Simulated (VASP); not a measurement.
# GaN: relaxed cell and band gap, by functional

GaN, F-43m (no. 216), 2 atoms in the cell.

| Functional | Volume (Å³/atom) | Change from the starting volume (fraction) | Gap, path and mesh (eV) | Time (s) |
|---|---|---|---|---|
| SOGGA11 (libxc) | 11.36 | -0.007 | 1.92 | 59 |
| HCTH/407 (libxc) | 11.74 | 0.026 | 1.89 | 56 |
| PBEint (libxc) | 11.47 | 0.002 | 1.68 | 50 |
| RGE2 (libxc) | 11.50 | 0.005 | 1.67 | 44 |
| HTBS (libxc) | 11.44 | -0.001 | 1.69 | 43 |
| N12 (libxc) | 11.22 | -0.019 | 2.06 | 53 |
| LDA, PW92 (libxc) | 11.08 | -0.031 | 1.94 | 42 |
| KT2 (libxc) | 11.26 | -0.016 | 1.43 | 48 |

## Input of the first row

INCAR.step1:
```
ALGO = Normal
EDIFF = 1E-7
EDIFFG = -0.005
ENCUT = 600
GGA = LIBXC
GGA_COMPAT = False
IBRION = 2
ISIF = 3
ISMEAR = 0
LASPH = True
LCHARG = False
LIBXC1 = GGA_X_SOGGA11
LIBXC2 = GGA_C_SOGGA11
LREAL = False
LWAVE = False
NELM = 150
NSW = 60
PREC = Accurate
SIGMA = 0.02
```

INCAR.step2, as INCAR.step1 but for:
```
- NSW = 60
+ NSW = 40
```

INCAR.step3, as INCAR.step2 but for:
```
- EDIFFG = -0.005
- IBRION = 2
- ISIF = 3
- NSW = 40
+ ISIF = 2
+ NBANDS = 16
```

KPOINTS:
```
k-points
0
Gamma
  8 8 8
```

KPOINTS_OPT:
```
path GXWKGLUWLK,UX
8
line-mode
reciprocal
 0.0000000000  0.0000000000  0.0000000000  G
 0.5000000000  0.0000000000  0.5000000000  X

 0.5000000000  0.0000000000  0.5000000000  X
 0.5000000000  0.2500000000  0.7500000000  W

 0.5000000000  0.2500000000  0.7500000000  W
 0.3750000000  0.3750000000  0.7500000000  K

 0.3750000000  0.3750000000  0.7500000000  K
 0.0000000000  0.0000000000  0.0000000000  G

 0.0000000000  0.0000000000  0.0000000000  G
 0.5000000000  0.5000000000  0.5000000000  L

 0.5000000000  0.5000000000  0.5000000000  L
 0.6250000000  0.2500000000  0.6250000000  U

 0.6250000000  0.2500000000  0.6250000000  U
 0.5000000000  0.2500000000  0.7500000000  W

 0.5000000000  0.2500000000  0.7500000000  W
 0.5000000000  0.5000000000  0.5000000000  L

 0.5000000000  0.5000000000  0.5000000000  L
 0.3750000000  0.3750000000  0.7500000000  K

 0.6250000000  0.2500000000  0.6250000000  U
 0.5000000000  0.0000000000  0.5000000000  X
```

POSCAR.step1:
```
GaN
1.0
    0.0000000000      2.2535006075      2.2535006075
    2.2535006075      0.0000000000      2.2535006075
    2.2535006075      2.2535006075      0.0000000000
Ga N
1 1
Direct
    0.0000000000      0.0000000000      0.0000000000
    0.2500000000      0.2500000000      0.2500000000
```

Commands (each step's output is kept before the next begins):
```
cat potpaw_PBE.64/Ga_d/POTCAR potpaw_PBE.64/N/POTCAR > POTCAR
cp INCAR.step1 INCAR
cp POSCAR.step1 POSCAR
mpirun -np 1 vasp_std > vasp.out
cp CONTCAR POSCAR
rm WAVECAR CHG
cp INCAR.step2 INCAR
mpirun -np 1 vasp_std > vasp.out
cp CONTCAR POSCAR
rm WAVECAR CHG
cp INCAR.step3 INCAR
mpirun -np 1 vasp_std > vasp.out
```

Changes of the last row against the first:
```
(all steps)
- LIBXC1 = GGA_X_SOGGA11
- LIBXC2 = GGA_C_SOGGA11
+ LIBXC1 = GGA_XC_KT2
```

VASP 6.6.1 took 59 s on 1 core (Intel Xeon 6975P-C (Granite Rapids)), a shared host.
